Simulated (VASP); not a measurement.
Consider the following.

```
CELL_PARAMETERS angstrom
      2.68482     0.00000     0.00000
      0.00000     2.68482     0.00000
      0.00000     0.00000     3.69058
ATOMIC_POSITIONS crystal
  Co 0.00000 0.00000 0.00000
  Pt 0.50000 0.50000 0.50000
```
Starting moments (μB, in the order of the record's atoms Co Pt): 1.8 0.4.

Level of theory: PBEsol GGA, VASP's PBE PAW potentials (set 64) (plane waves; VASP). Run with 480 eV cut-off, 12×12×10 Γ-centred mesh, first-order Methfessel-Paxton smearing of 0.10 eV, potentials Co Pt.

Give the stress tensor in GPa (positive for a compressed cell).

```
-6.94   0.00   0.00
 0.00  -6.94   0.00
 0.00   0.00  -6.82
```
The pressure is its mean diagonal, -6.90 GPa.

The compound is CoPt in the L1_0 structure. This cell was strained or had an atom moved on purpose.
